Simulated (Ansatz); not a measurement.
A crystal relaxed with r2SCAN in Ansatz 0.2.0 has space group Fm-3m (No. 225) and a = 5.921 Å.

| atom | site | x | y | z |
| --- | --- | --- | --- | --- |
| Xx | 4a | 0.0000 | 0.0000 | 0.0000 |
| F | 8c | 0.2500 | 0.7500 | 0.7500 |

With r2SCAN the valence top lies at W and the conduction bottom at X, 4.93 eV higher; the smallest vertical gap, at X, is 5.07 eV. HSE06 gives an indirect gap of 5.73 eV, from W to X; the least direct gap is 5.86 eV at X. Meshes: r2SCAN 8×8×8, HSE06 6×6×6. r2SCAN's ε∞ is 3.2 in all directions.

**Question.** Which element is Xx?
A. Sn
B. C
C. Si
D. Pb

**Answer.** D. Xx is Pb: PbF2 in the fluorite structure. Around Pb lie 8 F at 2.56 Å; around F lie 4 Pb at 2.56 Å.

No spin polarisation and no zero-point or thermal motion.

Spin-orbit coupling is left out; in compounds of Pb, Bi, Tl or Hg it can lower a gap by up to about 1 eV, split its edges or invert the bands.

The meshes of the hybrids are coarse, so their gaps aren't converged to the digits shown.
